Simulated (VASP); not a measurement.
## BN under changes of volume

One of the cells (9.328 Å³/atom); the others are scaled copies at fixed shape and fractional positions:

```xyz
2
Lattice="1.2594 0.7271 3.3953 -1.2594 0.7271 3.3953 0.0000 -1.4542 3.3953" Properties=species:S:1:pos:R:3 pbc="T T T"
N     0.0000    0.0000    6.7964
B     0.0000    0.0000    0.0033
```

The cell is a database's computed one.

```yaml
Program: VASP 6.6.1
Functional: PBEsol
Potentials_or_basis: VASP PAW PBE potentials, release 64 (N, B)
Cutoff: 520 eV
k_mesh: 12 × 12 × 12
Occupations: fermi-dirac, width 0.05 eV
Spin: no spin polarisation
```

| volume (Å³/atom) | energy over the lowest point (meV/atom) | pressure (GPa) | gap on the mesh (eV) | largest force (eV/Å) |
| --- | --- | --- | --- | --- |
| 8.596 | 29.98 | 17.7 | 4.24 | 0.002 |
| 8.779 | 13.10 | 11.6 | 4.22 | 0.000 |
| 8.962 | 2.86 | 6.1 | 4.20 | 0.001 |
| 9.328 | 0.00 | -3.6 | 4.16 | 0.004 |
| 9.510 | 6.39 | -7.8 | 4.13 | 0.005 |
| 9.693 | ? | ? | ? | ? |

Q: What does the run at 9.693 Å³/atom give?

A: Energy over the lowest point 17.39 meV/atom; pressure -11.7 GPa; gap on the mesh 4.11 eV; largest force 0.007 eV/Å.

Worked out: A Birch-Murnaghan fit of order 3 (a polynomial in V^(-2/3)) to the other rows has its minimum at 9.19 Å³/atom with B0 = V·E''(V) = 239 GPa and B' = 3.4 at fixed shape and positions, which overstates the stiffness. It gives 17.45 meV/atom at 9.693 Å³/atom, against the run's 17.39, and -dE/dV = -11.6 GPa, against -11.7. A straight line through the other rows of the gap, of slope -1.06 eV per unit of ln V, extrapolates to 4.11 eV, against the run's 4.11.

Energies are extrapolated to zero smearing.

Caveats: the PAW data sets were made with another functional, which shifts forces and pressure a little.

A mesh can miss the band edges.
